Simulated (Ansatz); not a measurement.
**CdS: phonons and Grüneisen parameters, part 1 of 2**

Aim: phonons by finite displacements on a 1×1×1 mesh of wavevectors, at three volumes, and the mode Grüneisen parameters. Runs: cell and atoms relaxed (PAW); volume scaled by 0.980, atoms relaxed (PAW); volume scaled by 1.020, atoms relaxed (PAW); reference run (PAW); volume scaled by 0.980 (PAW); volume scaled by 1.020 (PAW); mode Grüneisen parameters (PAW); linear response at the zone centre with the field response (PAW); displacement of 0.002 Å (PAW).

Program: Ansatz 0.2.0. Level of theory: DFT PBEsol, frozen-core PAW, scalar-relativistic unless said. These are calculated values, not measurements.

1 further run of the same task is left out (set aside as unsound or not needed). Runs told in other sessions of the task aren't counted.

### 1 The structure to begin with

It takes space group P6_3mc (No. 186, hexagonal). The conventional cell has a = 4.150 Å, b = 4.150 Å, c = 6.737 Å, α = 90.00°, β = 90.00°, γ = 120.00°. Around Cd (site symmetry 3m) lie 4 S at 2.53 to 2.54 Å. S (site symmetry 3m) is surrounded by 4 Cd at 2.53 to 2.54 Å.

Coordinates:

```xyz
4
Lattice="4.1500 0.0000 0.0000 -2.0750 3.5940 0.0000 0.0000 0.0000 6.7370" Properties=species:S:1:pos:R:3 pbc="T T T"
Cd    0.0000    2.3960    0.0000
Cd    2.0750    1.1980    3.3685
S     0.0000    2.3960    2.5264
S     2.0750    1.1980    5.8949
```

Cartesian axes are those of the input's lattice vectors. The structure goes back to a database entry.

### 2 Cell and atoms relaxed, PAW

Input file input.yaml:

```yaml
crystal:
  lattice:
    - [4.15, 0.0, 0.0]
    - [-2.075, 3.5940054257, 0.0]
    - [0.0, 0.0, 6.737]
  atoms:
    - { symbol: Cd, position: [0.333333333333, 0.666666666667, 0.0] }
    - { symbol: Cd, position: [0.666666666667, 0.333333333333, 0.5] }
    - { symbol: S, position: [0.333333333333, 0.666666666667, 0.375] }
    - { symbol: S, position: [0.666666666667, 0.333333333333, 0.875] }
kpoints:
  mp_grid: { grid: [10, 10, 6] }
scf:
  occupations: { method: fermi_dirac, width: 0.05 }
hamiltonian:
  xc: pbesol
  pseudopotentials: { kind: paw }
relax:
  f_tol: 0.002
  max_steps: 80
  cell: {}
output:
  forces: true
  stress: true
```

The run is started by

```sh
$ ansatz run input.yaml --threads 1 --pin off --max-ram 3072MiB --backend cpu --events-out ev --progress --plain --runs-dir out
```

Output:

```text
Engine: ansatz 0.2.0
Pseudopotentials: kind: paw
Pseudopotential: Cd, paw, valence charge 20, recommended cutoff 420 eV (normal), Cd.paw.azcp
Pseudopotential: S, paw, valence charge 6, recommended cutoff 420 eV (normal), S.paw.azcp
Functional definition: PBEsol
  exchange = pbesol_x
  correlation = pbesol_c
Crystal: 4 atoms, lattice volume = 100.483 Å³
Basis set: ecut = 420 eV, 1973 PW (Γ), exchange–correlation on 60×60×96 points (8 copies of the dense FFT grid, shifted against one another)
Bands: 32, of which v1, the nominal top of the filled ones, is band 26 counted from 1 (25 counted from 0)
Symmetry: 12 space group operations
Space group: P63mc (ITA 186), of the structure as read, at distance tolerance 4.6e-5 Å
k-points: 56 of 600 (time reversal used)
Non-local potential: Cd, projectors of the file, l = 0: 3, l = 1: 2, l = 2: 2, l = 3: 1
Non-local potential: S, projectors of the file, l = 0: 2, l = 1: 2, l = 2: 2
PAW form: soft (Blöchl's): semilocal exchange-correlation on the pseudo side does not see the compensation charge
PAW frozen core: Cd, regenerated for the run's functional, and the local potential with it (the file was generated under x = pbe(κ = 0.804, μ = 0.2195149727645171), c = pbe(β = 0.06672455060314922))
PAW frozen core: S, regenerated for the run's functional, and the local potential with it (the file was generated under x = pbe(κ = 0.804, μ = 0.2195149727645171), c = pbe(β = 0.06672455060314922))
PAW one-centre angular grid: Cd, 590 points (default); XC on 64 Gauss nodes
PAW one-centre angular grid: S, 110 points (default); XC on 64 Gauss nodes
Initial density: superposition of atomic densities (neutral atoms: chi_scale 0, normalization atom), corrected by the library's trained network
Initial wavefunctions: pseudopotential atomic-orbital guess
Functional: x = pbesol(κ = 0.804, μ = 0.12345679012345678), c = pbesol(β = 0.046)
SCF iter   1: F=—  HF=-18140.457742 eV  |F-HF|=—  |Δ(HF+E_count)|=         —  Δρ=5.21e-3  dr2=3.71e-2  ethr=1.77e-3  ⟨swp⟩=6.2  Hψ=7203  notcnv=0
preconditioner: auto → Resta (q_TF=auto, 2.445 Å⁻¹)  ε∞=4.7  [insulator: Δε(μ)=0.987 eV  Ē_g=11.482 eV  σ=0.050 eV  W_gap=1.00  n_scr=22 (ndim 8)  ℏωp=22.2 eV  f_vac=0.131  D(μ)=0.00/eV (n_scr^D=0)  ε∞_Penn≈4.7]
SCF iter   2: F=—  HF=-18140.448583 eV  |F-HF|=—  |Δ(HF+E_count)|=   9.16e-3  Δρ=1.99e-3  dr2=6.36e-3  ethr=7.14e-5  ⟨swp⟩=2.4  Hψ=3262  notcnv=0  defer=4
SCF iter   3: F=—  HF=-18140.446972 eV  |F-HF|=—  |Δ(HF+E_count)|=   1.61e-3  Δρ=4.71e-4  dr2=2.63e-4  ethr=1.22e-5  ⟨swp⟩=2.0  Hψ=2635  notcnv=0  defer=4
SCF iter   4: F=—  HF=-18140.447041 eV  |F-HF|=—  |Δ(HF+E_count)|=   6.94e-5  Δρ=2.05e-4  dr2=6.02e-5  ethr=5.07e-7  ⟨swp⟩=2.8  Hψ=2749  notcnv=0  defer=4
SCF iter   5: F=—  HF=-18140.447119 eV  |F-HF|=—  |Δ(HF+E_count)|=   7.81e-5  Δρ=5.18e-5  dr2=3.78e-6  ethr=1.16e-7  ⟨swp⟩=2.6  Hψ=2918  notcnv=0  defer=4
SCF iter   6: F=—  HF=-18140.447127 eV  |F-HF|=—  |Δ(HF+E_count)|=   7.88e-6  Δρ=1.43e-5  dr2=2.97e-7  ethr=7.28e-9  ⟨swp⟩=2.0  Hψ=2705  notcnv=0  defer=4
SCF iter   7: F=-18140.447128 eV  HF=-18140.447128 eV  |F-HF|=3.69e-8  |Δ(HF+E_count)|=   6.88e-7  Δρ=3.16e-6  dr2=1.44e-8  ethr=1.92e-10  ⟨swp⟩=4.1  Hψ=5946  notcnv=0
SCF 1 converged in 7 iterations: F = -18140.447128 eV  dr2 = 1.44e-8
relax step   1: F+E_penalty+E_count = -18140.44712798 eV  Δ(F+E_penalty+E_count) = +0.000e0 eV  max|allowed force component| = 6.557e-2 eV/Å  Δτ_max = 0.0000 Å  P = -0.978 GPa  Ω = 100.483 Å³  (7 SCF iters, dr2 threshold 1.00e-7 eV, accepted)
Crystal: 4 atoms, lattice volume = 98.753 Å³
Basis set: ecut = 420 eV, 1943 PW (Γ), exchange–correlation on 60×60×96 points (8 copies of the dense FFT grid, shifted against one another)
Initial density: handed on by an earlier stage of this run
Initial wavefunctions: those handed on with the density
iter 1 solved again at ethr=6.14e-7 eV; its pass at ethr=3.10e-3 eV (dr2=3.19e-4 eV) is discarded
SCF iter   1: F=—  HF=-18140.453468 eV  |F-HF|=—  |Δ(HF+E_count)|=         —  Δρ=5.45e-4  dr2=3.44e-4  ethr=6.14e-7  ⟨swp⟩=2.0  Hψ=8503  notcnv=0
preconditioner: auto → Resta (q_TF=auto, 2.452 Å⁻¹)  ε∞=4.7  [insulator: Δε(μ)=1.095 eV  Ē_g=11.586 eV  σ=0.050 eV  W_gap=1.00  n_scr=22 (ndim 8)  ℏωp=22.4 eV  f_vac=0.112  D(μ)=0.00/eV (n_scr^D=0)  ε∞_Penn≈4.7]
SCF iter   2: F=—  HF=-18140.453401 eV  |F-HF|=—  |Δ(HF+E_count)|=   6.64e-5  Δρ=2.50e-4  dr2=8.30e-5  ethr=6.14e-7  ⟨swp⟩=2.0  Hψ=2084  notcnv=0
SCF iter   3: F=—  HF=-18140.453393 eV  |F-HF|=—  |Δ(HF+E_count)|=   8.22e-6  Δρ=8.10e-5  dr2=9.85e-6  ethr=1.60e-7  ⟨swp⟩=2.0  Hψ=2115  notcnv=0
SCF iter   4: F=—  HF=-18140.453398 eV  |F-HF|=—  |Δ(HF+E_count)|=   4.64e-6  Δρ=3.03e-5  dr2=1.19e-6  ethr=1.89e-8  ⟨swp⟩=3.0  Hψ=3188  notcnv=0
SCF iter   5: F=-18140.453399 eV  HF=-18140.453399 eV  |F-HF|=1.84e-7  |Δ(HF+E_count)|=   9.74e-7  Δρ=1.08e-5  dr2=1.04e-7  ethr=7.69e-10  ⟨swp⟩=4.0  Hψ=5936  notcnv=0
SCF 2 converged in 5 iterations: F = -18140.453399 eV  dr2 = 1.04e-7
relax step   2: F+E_penalty+E_count = -18140.45339905 eV  Δ(F+E_penalty+E_count) = -6.271e-3 eV  max|allowed force component| = 2.230e-2 eV/Å  Δτ_max = 0.0026 Å  P = +0.041 GPa  Ω = 98.753 Å³  energy of the carried Pulay correction = +2.431e-4 eV  (5 SCF iters, dr2 threshold 4.00e-7 eV, accepted)
Crystal: 4 atoms, lattice volume = 98.801 Å³
iter 1 solved again at ethr=9.78e-9 eV; its pass at ethr=3.10e-3 eV (dr2=5.09e-6 eV) is discarded
SCF iter   1: F=—  HF=-18140.453476 eV  |F-HF|=—  |Δ(HF+E_count)|=         —  Δρ=9.12e-5  dr2=5.22e-6  ethr=9.78e-9  ⟨swp⟩=2.8  Hψ=8257  notcnv=0
preconditioner: auto → Resta (q_TF=auto, 2.451 Å⁻¹)  ε∞=4.7  [insulator: Δε(μ)=1.091 eV  Ē_g=11.586 eV  σ=0.050 eV  W_gap=1.00  n_scr=22 (ndim 8)  ℏωp=22.4 eV  f_vac=0.113  D(μ)=0.00/eV (n_scr^D=0)  ε∞_Penn≈4.7]
SCF iter   2: F=—  HF=-18140.453487 eV  |F-HF|=—  |Δ(HF+E_count)|=   1.05e-5  Δρ=4.69e-5  dr2=1.28e-6  ethr=9.78e-9  ⟨swp⟩=2.2  Hψ=2663  notcnv=0
SCF iter   3: F=—  HF=-18140.453486 eV  |F-HF|=—  |Δ(HF+E_count)|=   1.90e-7  Δρ=7.33e-6  dr2=5.77e-8  ethr=2.46e-9  ⟨swp⟩=2.1  Hψ=2561  notcnv=0
SCF iter   4: F=-18140.453486 eV  HF=-18140.453486 eV  |F-HF|=1.43e-9  |Δ(HF+E_count)|=   1.95e-8  Δρ=2.16e-6  dr2=5.01e-9  ethr=1.01e-10  ⟨swp⟩=4.0  Hψ=5521  notcnv=0
SCF 3 converged in 4 iterations: F = -18140.453486 eV  dr2 = 5.01e-9
relax step   3: F+E_penalty+E_count = -18140.45348642 eV  Δ(F+E_penalty+E_count) = -8.737e-5 eV  max|allowed force component| = 7.883e-3 eV/Å  Δτ_max = 0.0012 Å  P = +0.011 GPa  Ω = 98.801 Å³  energy of the carried Pulay correction = +2.363e-4 eV  (4 SCF iters, dr2 threshold 5.24e-8 eV, accepted)
Crystal: 4 atoms, lattice volume = 98.819 Å³
iter 1 solved again at ethr=9.47e-9 eV; its pass at ethr=3.10e-3 eV (dr2=4.93e-6 eV) is discarded
SCF iter   1: F=—  HF=-18140.453491 eV  |F-HF|=—  |Δ(HF+E_count)|=         —  Δρ=1.02e-4  dr2=4.82e-6  ethr=9.47e-9  ⟨swp⟩=2.8  Hψ=8263  notcnv=0
preconditioner: auto → Resta (q_TF=auto, 2.451 Å⁻¹)  ε∞=4.7  [insulator: Δε(μ)=1.093 eV  Ē_g=11.585 eV  σ=0.050 eV  W_gap=1.00  n_scr=22 (ndim 8)  ℏωp=22.4 eV  f_vac=0.113  D(μ)=0.00/eV (n_scr^D=0)  ε∞_Penn≈4.7]
SCF iter   2: F=—  HF=-18140.453501 eV  |F-HF|=—  |Δ(HF+E_count)|=   9.86e-6  Δρ=5.40e-5  dr2=1.42e-6  ethr=9.26e-9  ⟨swp⟩=1.0  Hψ=1792  notcnv=0
SCF iter   3: F=—  HF=-18140.453501 eV  |F-HF|=—  |Δ(HF+E_count)|=   1.25e-7  Δρ=7.07e-6  dr2=7.46e-8  ethr=2.74e-9  ⟨swp⟩=2.0  Hψ=2802  notcnv=0
SCF iter   4: F=—  HF=-18140.453501 eV  |F-HF|=—  |Δ(HF+E_count)|=   1.63e-8  Δρ=2.19e-6  dr2=5.12e-9  ethr=1.43e-10  ⟨swp⟩=2.1  Hψ=2743  notcnv=0
SCF iter   5: F=-18140.453501 eV  HF=-18140.453501 eV  |F-HF|=4.11e-10  |Δ(HF+E_count)|=   3.22e-9  Δρ=1.21e-6  dr2=1.07e-9  ethr=7.47e-12  ⟨swp⟩=4.0  Hψ=5824  notcnv=0
SCF 4 converged in 5 iterations: F = -18140.453501 eV  dr2 = 1.07e-9
relax step   4: F+E_penalty+E_count = -18140.45350109 eV  Δ(F+E_penalty+E_count) = -1.468e-5 eV  max|allowed force component| = 1.769e-4 eV/Å  Δτ_max = 0.0014 Å  P = +0.001 GPa  Ω = 98.819 Å³  energy of the carried Pulay correction = +2.337e-4 eV  (5 SCF iters, dr2 threshold 3.88e-9 eV, accepted)
Basis set: ecut = 420 eV, 1943 PW (Γ), exchange–correlation on 60×60×90 points (8 copies of the dense FFT grid, shifted against one another)
Initial wavefunctions: pseudopotential atomic-orbital guess (no wavefunctions were taken with the density)
iter 1 solved again at ethr=1.25e-7 eV; its pass at ethr=3.10e-3 eV (dr2=6.51e-5 eV) is discarded
SCF iter   1: F=—  HF=-18140.453294 eV  |F-HF|=—  |Δ(HF+E_count)|=         —  Δρ=2.90e-5  dr2=1.48e-7  ethr=1.25e-7  ⟨swp⟩=3.0  Hψ=11919  notcnv=0
preconditioner: auto → Resta (q_TF=auto, 2.451 Å⁻¹)  ε∞=4.7  [insulator: Δε(μ)=1.093 eV  Ē_g=11.585 eV  σ=0.050 eV  W_gap=1.00  n_scr=22 (ndim 8)  ℏωp=22.4 eV  f_vac=0.114  D(μ)=0.00/eV (n_scr^D=0)  ε∞_Penn≈4.7]
SCF iter   2: F=—  HF=-18140.453258 eV  |F-HF|=—  |Δ(HF+E_count)|=   3.59e-5  Δρ=1.31e-5  dr2=3.48e-8  ethr=2.85e-10  ⟨swp⟩=2.1  Hψ=3070  notcnv=0
SCF iter   3: F=—  HF=-18140.453258 eV  |F-HF|=—  |Δ(HF+E_count)|=   1.72e-8  Δρ=3.86e-6  dr2=2.82e-9  ethr=6.69e-11  ⟨swp⟩=2.0  Hψ=2893  notcnv=0
SCF iter   4: F=-18140.453258 eV  HF=-18140.453258 eV  |F-HF|=4.73e-11  |Δ(HF+E_count)|=   1.47e-9  Δρ=2.71e-7  dr2=3.30e-11  ethr=1.00e-12  ⟨swp⟩=3.2  Hψ=7268  notcnv=0
SCF 5 converged in 4 iterations: F = -18140.453258 eV  dr2 = 3.30e-11
relax step   5: F+E_penalty+E_count = -18140.45325844 eV  Δ(F+E_penalty+E_count) = +2.427e-4 eV  max|allowed force component| = 1.780e-4 eV/Å  Δτ_max = 0.0000 Å  P = +0.002 GPa  Ω = 98.819 Å³  stress off target by 2.99e-3 GPa  SCF on the basis re-selected at this cell (its energy is not comparable with the rows above)  (4 SCF iters)
basis re-selected at this cell: Δ(F+E_penalty+E_count) = +2.427e-4 eV, ΔP = +0.001 GPa vs the last step (what re-selecting the basis moved, of the pressure what is left beyond the Pulay correction that the steps carried, after the strain that the cell walked since its last selection, with what the two solves' SCF thresholds leave and, on support functions, any second-order correction that the steps lacked; it is no measure of the basis error at this ecutwfc). The dense FFT grid was sized anew with the basis: this SCF ran on 30×30×45 points, the steps before it on 30×30×48, so part of this shift can come from that change (see relax.cell in the input reference). This SCF's stress stands 2.99e-3 GPa from its target on what of the cell is left free (relax.cell.stress_tol is 5.00e-2 GPa) and its largest allowed force component is 1.78e-4 eV/Å (relax.f_tol is 2.00e-3 eV/Å): within both
SCF converged after 4 iterations
Free energy (F): -18140.453258 eV
Harris-Foulkes:  -18140.453258 eV  (|F-HF|=4.73e-11)
Internal energy: -18140.453258 eV  (E = F + TS)
E sigma→0 (E₀):  -18140.453258 eV
Entropy (-TS):   -0.000000 eV (-0.000 meV/atom)
Fermi energy:    7.455041 eV
--- Per-component energies (eV) ---
  E_band       = -1015.411475
  E_kinetic    = 1222.729050
  E_local      = -8023.353929  (includes V_loc(G=0)·N_el)
  E_nonlocal   = 130.866314
  E_hartree    = 3680.005302
  E_xc         = -542.561425
  E_vxc        = -616.031418  (∫ρ·V_xc dr)
  E_paw        = -9196.460023  (= ΣΔE_a)
  E_vpaw       = -1089.631947  (= ΣTr[D̂ρ^β])
  E_aug_tail   = 0.000029  (compensation charges beyond the density's cutoff)
  E_ewald      = -5412.486394
  E_core_change = 0.807818  (= ΣΔE_core)
  E_smearing   = -0.000000  (= −TS)
  E_closure    = 0.000000  (closes the sum)
  Σ components = -18140.453258   (vs F -18140.453258, Δ=0.00e0)
--- Forces (eV/Å), atoms counted from 1 ---
  atom   1  Cd    -0.00000000    -0.00000000     0.00017857
  atom   2  Cd    -0.00000000     0.00000000     0.00017857
  atom   3  S      0.00000000    -0.00000000    -0.00017745
  atom   4  S     -0.00000000     0.00000000    -0.00017745
  max |Σ_I F_I| component: 2.24e-6 eV/Å
--- Stress (GPa, compression-positive) ---
        0.001702       0.000000      -0.000000
        0.000000       0.001702       0.000000
       -0.000000       0.000000       0.002989
  P = ⅓ Tr σ = 0.0021 GPa (0.021 kbar)
--- Relaxed structure (4 steps of the walk, 4 accepted, 1 SCFs on fresh bases) ---
  F+E_penalty+E_count = -18140.45325844 eV   max|allowed force component| = 1.780e-4 eV/Å   (the final SCF, on the basis selected at the relaxed cell)
  cell:  # Å, volume = 98.8189 Å³
    - [4.12385739425458, 0.0, -6.325835591471535e-18]
    - [-2.06192869712729, 3.571365265008766, 3.162917795735769e-18]
    - [-1.0269193826452011e-17, 2.7967034264149187e-33, 6.709685832187816]
  atoms:
    - { symbol: Cd, position: [0.33333333333333337, 0.6666666666666667, -0.0007770980169551276] }
    - { symbol: Cd, position: [0.6666666666666667, 0.33333333333333337, 0.499222901983045] }
    - { symbol: S, position: [0.33333333333333337, 0.6666666666666667, 0.375777098016955] }
    - { symbol: S, position: [0.6666666666666667, 0.33333333333333337, 0.875777098016955] }
```

Wall time 49 s (1 thread of Intel Xeon Platinum 8259CL at 2.50GHz (Skylake/Cascade Lake), shared host); peak memory 0.48 GiB.

The steps of the relaxation:

```csv
step,energy from step 1 (eV/cell),largest force component (eV/Å),pressure (GPa),volume (Å³)
1,0.0000,0.0656,-0.98,100.48
2,-0.0063,0.0223,0.04,98.75
3,-0.0064,0.0079,0.01,98.80
4,-0.0064,0.0002,0.00,98.82
5,-0.0061,0.0002,0.00,98.82
```

Step 1 is the start. Step 5 repeats the geometry before on a plane-wave basis chosen anew for that cell, so the energy can jump there without any move; the table keeps such jumps.

| input's cell | before | after | change |
| --- | --- | --- | --- |
| a (Å) | 4.150 | 4.124 | -0.6 % |
| b (Å) | 4.150 | 4.124 | -0.6 % |
| c (Å) | 6.737 | 6.710 | -0.4 % |
| volume (Å³/atom) | 25.12 | 24.70 | -1.7 % |

The largest move, 0.01 Å, apart from the change of the cell, is shared by several atoms, Cd1 among them.

### 3 Volume scaled by 0.980, atoms relaxed, PAW

Input file input.yaml:

```yaml
crystal:
  lattice:
    - [4.09617966505, 0.0, 0.0]
    - [-2.04808983252, 3.54739564839, 0.0]
    - [0.0, 0.0, 6.66465302679]
  atoms:
    - { symbol: Cd, position: [0.333333333333, 0.666666666667, -0.000777098017] }
    - { symbol: Cd, position: [0.666666666667, 0.333333333333, 0.499222901983] }
    - { symbol: S, position: [0.333333333333, 0.666666666667, 0.375777098017] }
    - { symbol: S, position: [0.666666666667, 0.333333333333, 0.875777098017] }
kpoints:
  mp_grid: { grid: [6, 6, 4] }
scf:
  occupations: { method: fixed }
hamiltonian:
  xc: pbesol
  pseudopotentials: { kind: paw }
relax:
  f_tol: 0.002
  max_steps: 80
output:
  forces: true
  stress: true
```

The run is started by

```sh
$ ansatz run input.yaml --threads 1 --pin off --max-ram 3072MiB --backend cpu --events-out ev --progress --plain --runs-dir out
```

Output (excerpt; [...] marks lines left out):

```text
Warning: output.stress: scf.convergence.dr2_threshold = 4e-9 eV (the default of a walk held to its f_tol) is looser than the 4e-10 eV advised for a printed stress (1e-10 eV for each atom of the cell: 4). What an SCF threshold leaves in a stress goes as its square root, and in the free [...]
[... 4 set-up lines as earlier in the session ...]
[...]
       -0.000000       1.306294      -0.000000
        0.000000      -0.000000       1.294573
  P = ⅓ Tr σ = 1.3024 GPa (13.024 kbar)
--- Relaxed structure (2 steps of the walk, 2 accepted, 0 SCFs on fresh bases) ---
  F+E_penalty+E_count = -18140.44248144 eV   max|allowed force component| = 1.242e-3 eV/Å
  atoms:
    - { symbol: Cd, position: [0.33333333333333337, 0.6666666666666667, -0.0007529161203681958] }
    - { symbol: Cd, position: [0.6666666666666669, 0.3333333333333334, 0.49924708387963185] }
    - { symbol: S, position: [0.33333333333333337, 0.6666666666666667, 0.37575291612036826] }
    - { symbol: S, position: [0.6666666666666669, 0.3333333333333334, 0.8757529161203683] }
```

It took 7.2 s on 1 thread of Intel Xeon Platinum 8259CL at 2.50GHz (Skylake/Cascade Lake), shared host; peak memory 0.4 GiB.

Relaxation path:

```csv
step,energy from step 1 (eV/cell),largest force component (eV/Å)
1,0.0000,0.0029
2,0.0000,0.0012
```

Step 1 is the start.

### 4 Volume scaled by 1.020, atoms relaxed, PAW

Edit input.yaml of step 3 so:

```diff
@@ -2,5 +2,5 @@
   lattice:
-    - [4.09617966505, 0.0, 0.0]
-    - [-2.04808983252, 3.54739564839, 0.0]
-    - [0.0, 0.0, 6.66465302679]
+    - [4.15116850404, 0.0, 0.0]
+    - [-2.07558425202, 3.59501737989, 0.0]
+    - [0.0, 0.0, 6.75412213269]
   atoms:
```

The run is started by

```sh
$ ansatz run input.yaml --threads 1 --pin off --max-ram 3072MiB --backend cpu --events-out ev --progress --plain --runs-dir out
```

Output (excerpt; [...] marks lines left out):

```text
Warning: output.stress: scf.convergence.dr2_threshold = 4e-9 eV (the default of a walk held to its f_tol) is looser than the 4e-10 eV advised for a printed stress (1e-10 eV for each atom of the cell: 4). What an SCF threshold leaves in a stress goes as its square root, and in the free [...]
[... 4 set-up lines as earlier in the session ...]
[...]
        0.000000      -1.145937       0.000000
        0.000000      -0.000000      -1.167574
  P = ⅓ Tr σ = -1.1531 GPa (-11.531 kbar)
--- Relaxed structure (2 steps of the walk, 2 accepted, 0 SCFs on fresh bases) ---
  F+E_penalty+E_count = -18140.44319978 eV   max|allowed force component| = 2.378e-4 eV/Å
  atoms:
    - { symbol: Cd, position: [0.33333333333333337, 0.6666666666666667, -0.000777098017] }
    - { symbol: Cd, position: [0.6666666666666667, 0.33333333333333337, 0.499222901983] }
    - { symbol: S, position: [0.33333333333333337, 0.6666666666666667, 0.37577709801700004] }
    - { symbol: S, position: [0.6666666666666667, 0.33333333333333337, 0.875777098017] }
```

Run time: 7.5 s. Hardware: 1 thread of Intel Xeon Platinum 8259CL at 2.50GHz (Skylake/Cascade Lake), shared host; peak memory 0.4 GiB.

The steps of the relaxation:

```csv
step,energy from step 1 (eV/cell),largest force component (eV/Å)
1,0.0000,0.0002
2,0.0000,0.0002
```

Step 1 is the start. Step 2 solves the same geometry again.

### 5 Reference run, PAW

Edit input.yaml of step 4 so:

```diff
@@ -2,5 +2,5 @@
   lattice:
-    - [4.15116850404, 0.0, 0.0]
-    - [-2.07558425202, 3.59501737989, 0.0]
-    - [0.0, 0.0, 6.75412213269]
+    - [4.12385739425, 0.0, 0.0]
+    - [-2.06192869713, 3.57136526501, 0.0]
+    - [0.0, 0.0, 6.70968583219]
   atoms:
@@ -17,7 +17,3 @@
   pseudopotentials: { kind: paw }
-relax:
-  f_tol: 0.002
-  max_steps: 80
-output:
-  forces: true
-  stress: true
+phonons:
+  supercell: [1, 1, 1]
```

The run is started by

```sh
$ ansatz run input.yaml --threads 1 --pin off --max-ram 3072MiB --backend cpu --events-out ev --progress --plain --runs-dir out
```

Output (excerpt; [...] marks lines left out):

```text
[...]
[... 4 set-up lines as earlier in the session ...]
[...]
Crystal: 4 atoms, lattice volume = 98.819 Å³
Basis set: ecut = 420 eV, 1943 PW (Γ), exchange–correlation on 60×60×90 points (8 copies of the dense FFT grid, shifted against one another)
[...]
  largest component of a force at the reference: 1.2e-3 eV/Å
  ASR residual per site (eV/Å²): 1.57e-4 1.57e-4 7.27e-5 7.27e-5
  Γ frequencies (cm⁻¹): 0.00 0.00 0.00 41.80 41.80 132.92 228.70 236.25 236.25 249.07 249.07 295.22
  density of states and harmonic sums: on the 17×17×9 q-mesh, interpolated from the force constants of a 1×1×1 supercell (no non-analytic term)
  largest difference from the sums on the solved wave vectors: F 4.65e-1 eV, S 7.24e-4 and C_V 2.58e-4 eV/K
[...]
```

Run time: 38 s. Hardware: 1 thread of Intel Xeon Platinum 8259CL at 2.50GHz (Skylake/Cascade Lake), shared host; peak memory 0.47 GiB.

Wavenumbers in cm⁻¹ (negative: unstable):

```csv
q,modes
Γ,0.0 0.0 0.0 41.8 41.8 132.9 228.7 236.2 236.2 249.1 249.1 295.2
```

(Continued in part 2 of 2.)
